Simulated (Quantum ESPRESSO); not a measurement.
# Cu under changes of volume

One of the cells (11.810 Å³/atom); the others are scaled copies at fixed shape and fractional positions:

```xyz
1
Lattice="0.0000 1.8075 1.8075 1.8075 0.0000 1.8075 1.8075 1.8075 0.0000" Properties=species:S:1:pos:R:3 pbc="T T T"
Cu    0.0000    0.0000    0.0000
```

- Program: Quantum ESPRESSO 7.5
- Functional: PBEsol
- Potentials or basis: GBRV 1.5 PBEsol
- Cutoff: 612 eV
- Density cutoff: 4898 eV
- k mesh: 13 × 13 × 13
- Occupations: fermi-dirac, width 0.05 eV
- Spin: no spin polarisation

| volume (Å³/atom) | energy over the lowest point (meV/atom) | pressure (GPa) |
| --- | --- | --- |
| 11.102 | 2.88 | 2.8 |
| 11.338 | 0.00 | -1.0 |
| 11.574 | 2.42 | -4.4 |
| 11.810 | 9.42 | -7.2 |
| 12.047 | 20.46 | -9.7 |
| 12.283 | 35.16 | -12.1 |
| 12.519 | ? | ? |

Task: What does the run at 12.519 Å³/atom give?

Result: Energy over the lowest point 52.98 meV/atom; pressure -14.0 GPa.

Worked out: A Birch-Murnaghan fit of order 3 (a polynomial in V^(-2/3)) to the other rows has its minimum at 11.34 Å³/atom with B0 = V·E''(V) = 170 GPa and B' = 5.0. It gives 52.95 meV/atom at 12.519 Å³/atom, against the run's 52.98, and -dE/dV = -13.1 GPa, against -14.0.

Energies are extrapolated to zero smearing.
